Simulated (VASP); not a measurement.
Set up this calculation in VASP 6.6.1, as the native input.

```yaml
Task: band structure
Functional: PBEsol
Potentials_or_basis: VASP PAW PBE potentials, release 64 (Ti_sv)
Cutoff: 520 eV
k_mesh: 15 × 15 × 8
Occupations: methfessel-paxton, width 0.1 eV
Spin: no spin polarisation
Further_INCAR_settings: ALGO = Normal; EDIFF = 1e-06; NBANDS = 19
```

The structure of Ti lies in POSCAR:

```
Ti                                      
1.0
    2.9021000519      0.0000000000      0.0000000000
   -1.4510500259      2.5132923681      0.0000000000
    0.0000000000      0.0000000000      4.5750144041
  Ti            
     2
Direct
     0.3333333300000021    0.6666666699999979    0.2500000000000000
     0.6666666699999979    0.3333333300000021    0.7500000000000000
```

One way to write it, as run:

INCAR

```
PREC = Accurate
ENCUT = 520
EDIFF = 1E-6
ISMEAR = 1
SIGMA = 0.1
LREAL = False
LASPH = True
NELM = 80
ALGO = Normal
ISIF = 2
LWAVE = False
LCHARG = False
LMAXMIX = 4
GGA = PS
NBANDS = 19
ICORELEVEL = 1
```

KPOINTS

```
Automatic mesh
0
Gamma
  15 15 8
```

KPOINTS_OPT

```
explicit points
141
Reciprocal
 0.0000000000  0.0000000000  0.0000000000 1
 0.0357142857  0.0000000000  0.0000000000 1
 0.0714285714  0.0000000000  0.0000000000 1
 0.1071428571  0.0000000000  0.0000000000 1
 0.1428571429  0.0000000000  0.0000000000 1
 0.1785714286  0.0000000000  0.0000000000 1
[... 133 lines left out ...]
 0.5000000000  0.0000000000  0.5000000000 1
 0.5000000000  0.0000000000  0.0000000000 1
```

Potentials or basis: VASP PAW PBE potentials, release 64 (Ti_sv).

Command:

```bash
$ cat potpaw_PBE.64/Ti_sv/POTCAR > POTCAR
$ mpirun -np 1 vasp_std > vasp.out
```

Results of the run:

The pressure is 0.0 GPa. The band gap along the path is none (metal or under the smearing width).

Caveat: the PAW data sets were made with another functional, which shifts forces and pressure a little.

It took 47 s on 1 thread of Intel(R) Xeon(R) 6975P-C (Granite Rapids) (shared host), peak memory 0.24 GiB.
